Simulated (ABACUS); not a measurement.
The system is Al.

```xyz
1
Lattice="0.0000 2.0248 2.0248 2.0248 0.0000 2.0248 2.0248 2.0248 0.0000" Properties=species:S:1:pos:R:3 pbc="T T T"
Al    0.0000    0.0000    0.0000
```

Below is the output of ABACUS 3.10.1 for this cell. Logs are shortened: lines on timing, memory, paths and dates and some standing lists are left out, and cuts for length are marked.

```text
ABACUS v3.10.1

               Atomic-orbital Based Ab-initio Computation at UStc

 ------------------------------------------------------------------------------------

 READING GENERAL INFORMATION
                           global_out_dir = OUT.Al/
                           global_in_card = INPUT
                               pseudo_dir = ./
                              orbital_dir =
                                    DSIZE = 4
                                    GSIZE = 1

 READING UNITCELL INFORMATION
                                    ntype = 1
                  lattice constant (Bohr) = 1.88973
              lattice constant (Angstrom) = 1

 READING ATOM TYPE 1
                               atom label = Al
                      L=0, number of zeta = 1
                      L=1, number of zeta = 1
                      L=2, number of zeta = 1
             number of atom for this type = 1

                        TOTAL ATOM NUMBER = 1
DIRECT COORDINATES
    atom                   x                   y                   z     mag                  vx                  vy                  vz
taud_Al1            0.0000000000        0.0000000000        0.0000000000  0.0000        0.0000000000        0.0000000000        0.0000000000

                          Volume (Bohr^3) = 112.041
                             Volume (A^3) = 16.6027

 Lattice vectors: (Cartesian coordinate: in unit of a_0)
                   +0            +2.02481            +2.02481
             +2.02481                  +0            +2.02481
             +2.02481            +2.02481                  +0
 Reciprocal vectors: (Cartesian coordinate: in unit of 2 pi/a_0)
            -0.246937           +0.246937           +0.246937
            +0.246937           -0.246937           +0.246937
            +0.246937           +0.246937           -0.246937
[... 191 lines left out ...]
----------------------------------------------------------
     Energy           Rydberg                 eV
----------------------------------------------------------
 E_KohnSham     -138.4788797527      -1884.1018172935
 E_Harris       -139.6266971688      -1899.7186744155
 E_Fermi        0.8046695222         10.9480905083
----------------------------------------------------------
[... 51 lines left out ...]
 Density error is 1.54911057958e-10
                          Error Threshold = 1.30813476442e-10
----------------------------------------------------------
     Energy           Rydberg                 eV
----------------------------------------------------------
 E_KohnSham     -138.4797265114      -1884.1133380366
 E_KS(sigma->0) -138.4795431383      -1884.1108431170
 E_Harris       -138.4797026557      -1884.1130134627
 E_band         -36.0623860760       -490.6539341101
 E_one_elec     -84.8948704327       -1155.0539688566
 E_Hartree      34.6335803505        471.2140349073
 E_xc           -15.7244845326       -213.9425877559
 E_Ewald        -72.4935851503       -986.3258264922
 E_entropy(-TS) -0.0003667463        -0.0049898391
 E_descf        0.0000000000         0.0000000000
 E_exx          0.0000000000         0.0000000000
 E_Fermi        0.7963991403         10.8355661901
----------------------------------------------------------

 charge density convergence is achieved
 final etot is -1884.113338 eV
 EFERMI = 10.83556619 eV

 STATE ENERGY(eV) AND OCCUPATIONS    NSPIN == 1
 1/9 kpoint (Cartesian) = 0.0000 0.0000 0.0000 (893 pws)
       1       -92.7062     0.00274348
       2       -54.0976     0.00274348
       3       -54.0976     0.00274348
       4       -54.0976     0.00274348
       5      -0.235630     0.00274348
       6        23.5577        0.00000
[... 8 lines left out ...]
      15        33.2160        0.00000
      16        35.4633        0.00000
[... 76 lines left out ...]
       3       -54.0986      0.0164609
       4       -54.0986      0.0164609
       5       0.210060      0.0164609
       6        21.0828        0.00000
[... 8 lines left out ...]
      15        34.0075        0.00000
      16        35.9880        0.00000

[... levels at 3 further k points ...]

------------------------------------------------------------------------------------------
 TOTAL-FORCE (eV/Angstrom)
------------------------------------------------------------------------------------------
                       Al1         0.0000000000         0.0000000000         0.0000000000
------------------------------------------------------------------------------------------

----------------------------------------------------------------
 TOTAL-STRESS (KBAR)
----------------------------------------------------------------
        -5.6536142184         0.0000000000        -0.0000000000
         0.0000000000        -5.6536142184        -0.0000000000
         0.0000000000        -0.0000000000        -5.6536142184
----------------------------------------------------------------
 TOTAL-PRESSURE: -5.653614 KBAR

 --------------------------------------------
 !FINAL_ETOT_IS -1884.1133380365608900 eV
 --------------------------------------------
```

What input gives this log?

Single point with BP86, no spin polarisation. The files as run (others can give the same):

run_abacus.py
```python
"""ABACUS run from a structure file: ASE reads it, the script writes STRU, KPT and INPUT."""
import re
import subprocess
from ase.io import read
from ase.units import Bohr

atoms = read("POSCAR")
atoms = atoms[(-atoms.numbers).argsort(kind="stable")]  # ABACUS lists atoms element by element
pseudo = {'Al': 'Al_ONCV_PBE-1.2.upf'}
orbital = {}
magmoms = None
kmesh = [9, 9, 9]
params = {
    'suffix': 'Al',
    'calculation': 'scf',
    'basis_type': 'pw',
    'pseudo_dir': './',
    'symmetry': 1,
    'dft_functional': 'GGA_X_B88+GGA_C_P86',
    'ecutwfc': 60,
    'pseudo_rcut': 10,
    'nspin': 1,
    'nbands': 16,
    'ks_solver': 'dav',
    'smearing_method': 'fd',
    'smearing_sigma': 0.00367493,
    'scf_thr': 1e-08,
    'scf_nmax': 100,
    'mixing_type': 'broyden',
    'mixing_beta': 0.7,
    'cal_force': 1,
    'cal_stress': 1,
    'out_chg': 1,
    'kpar': 4,
}

symbols = atoms.get_chemical_symbols()
elements = list(dict.fromkeys(symbols))
lines = ["ATOMIC_SPECIES"] + [f"{e} {atoms.get_masses()[symbols.index(e)]:.4f} {pseudo[e]}" for e in elements]
if orbital:
    lines += ["", "NUMERICAL_ORBITAL"] + [orbital[e] for e in elements]
lines += ["", "LATTICE_CONSTANT", f"{1 / Bohr:.10f}", "", "LATTICE_VECTORS"]
lines += [" ".join(f"{x:.10f}" for x in v) for v in atoms.cell]
lines += ["", "ATOMIC_POSITIONS", "Direct"]
for e in elements:
    lines += ["", e, "0.0", str(symbols.count(e))]
    for i, p in enumerate(atoms.get_scaled_positions(wrap=False)):
        if symbols[i] == e:
            mag = "" if magmoms is None else " mag " + " ".join(str(x) for x in (magmoms[i] if isinstance(magmoms[i], list) else [magmoms[i]]))
            lines.append(" ".join(f"{x:.10f}" for x in p) + " 1 1 1" + mag)
open("STRU", "w").write("\n".join(lines) + "\n")
open("KPT", "w").write("K_POINTS\n0\nGamma\n%d %d %d 0 0 0\n" % tuple(kmesh))
open("INPUT", "w").write("INPUT_PARAMETERS\n" + "".join(f"{k:<20s}{v}\n" for k, v in params.items()))

done = subprocess.run(['mpirun', '-np', '4', 'abacus'])
if done.returncode:
    raise SystemExit(done.returncode)
log = open("OUT.Al/running_scf.log").read()
print("final energy (eV):", re.findall(r"FINAL_ETOT_IS (\S+)", log))
```

POSCAR
```
Al
1.0
    0.0000000000      2.0248050000      2.0248050000
    2.0248050000      0.0000000000      2.0248050000
    2.0248050000      2.0248050000      0.0000000000
Al
1
Direct
    0.0000000000      0.0000000000      0.0000000000
```

Potentials or basis: SG15 ONCV 1.2 PBE, plane waves.
Launch:
```sh
$ OMP_NUM_THREADS=1 python run_abacus.py > log
```
